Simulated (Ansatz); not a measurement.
# CdTe: the gap against volume

CdTe, F-43m, a = 6.617 Å. Ansatz: PBE, PAW, 420 eV, Γ-centred 10×10×10 mesh on 2 atoms, Gaussian smearing 0.02 eV; no spin polarisation. Symmetry fixes shape and atoms, so the cell is only scaled; x = ln(V/V0) with V0 = 36.222 Å³/atom. The gap is read at the mesh points alone.

| x | gap y (eV) |
| --- | --- |
| -0.1278 | 0.973 |
| -0.0943 | 0.870 |
| -0.0619 | 0.771 |
| -0.0305 | 0.677 |
| 0.0000 | 0.587 |
| 0.0296 | 0.501 |
| 0.0583 | 0.420 |
| 0.0953 | ? |

Q: Fit a straight line to the other rows, give the volume deformation potential of the gap and its pressure coefficient, and predict the missing gap. B0 = 35.1 GPa.

A: Means x = -0.03237, y = 0.68557; Σ(Δx)² = 0.02693, ΣΔxΔy = -0.08010; the slope is their ratio. y = 0.5893 − 2.975 x. The slope is the deformation potential a = dE_g/d ln V = -2.98 eV, and dE_g/dP = −a/B0 = 84.8 meV/GPa. At x = 0.0953 the fit asked for gives 0.306 eV. The run gave 0.317 eV, so the fit is 0.011 eV too low, 1.7 % of the span of the series, against an rms of 0.003 eV on the fitted rows. The row lies outside the fitted range. With a term in x² added, a fit to the same known rows predicts 0.316 eV, so most of the miss is curvature that the known rows already hold.

Spin-orbit coupling is left out, which matters for the bands of heavy elements. Semilocal functionals give gaps under the measured ones; changes of the gap mostly carry over better.